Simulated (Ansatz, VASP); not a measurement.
## Two plane-wave programs on KBr

File INCAR:

```
SYSTEM = KBr
ALGO = Fast
EDIFF = 1E-7
ENCUT = 520
GGA = PS
ISIF = 2
ISMEAR = 0
LASPH = .TRUE.
LCHARG = .TRUE.
LELF = .TRUE.
LREAL = .FALSE.
LVHAR = .TRUE.
LWAVE = .FALSE.
NBANDS = 15
NELM = 100
PREC = Accurate
SIGMA = 0.05
```

KPOINTS

```
k-points
0
G
  6 6 6
  0 0 0
```

The input POSCAR:

```
KBr
1.0
    0.0000000000      3.4159687500      3.4159687500
    3.2925000000      0.1234687500      3.2925000000
    3.2925000000      3.2925000000      0.1234687500
K Br
1 1
Direct
    0.0000000000      0.0000000000      0.0000000000
    0.5000000000      0.5000000000      0.5000000000
```

Input for Ansatz:

```yaml
crystal:
  lattice:
    - [0.0, 3.41596875, 3.41596875]
    - [3.2925, 0.12346875, 3.2925]
    - [3.2925, 3.2925, 0.12346875]
  atoms:
    - { symbol: K, position: [0.0, 0.0, 0.0] }
    - { symbol: Br, position: [0.5, 0.5, 0.5] }
basis:
  ecutwfc: 420
kpoints:
  mp_grid: { grid: [6, 6, 6] }
hamiltonian:
  xc: pbesol
scf:
  occupations: { method: gaussian, width: 0.05 }
output:
  forces: true
  stress: true
  eigenvalues: true
```

Change from the starting cell: strain +0.0750 x Voigt [0, 0, 0, 1, 0, 0], atoms carried along.

Alike in both runs: task single point; functional PBEsol; k mesh 6 × 6 × 6; occupations gaussian, width 0.05 eV; no spin polarisation.

```csv
,VASP,Ansatz
version,VASP 6.6.1,Ansatz 0.2.0
potentials or method,"VASP PAW PBE potentials, release 64 (K_sv, Br)","scalar-relativistic, plane waves, PAW"
plane-wave cutoff (eV),520,420
valence electrons in the cell,16,16
```

|  | VASP | Ansatz | Ansatz less VASP |
| --- | --- | --- | --- |
| gap on the k mesh at the Fermi level (eV) | 4.19 | 4.19 | +0.003 |
| least direct gap on the mesh (eV) | 4.19 | 4.19 | +0.003 |
| pressure (GPa) | -0.2 | -0.2 | -0.04 |
| largest component of the traceless stress (GPa) | 0.39 | 0.39 | +0.004 |

Caveats: the PAW data sets were made with another functional, which shifts forces and pressure a little (VASP).
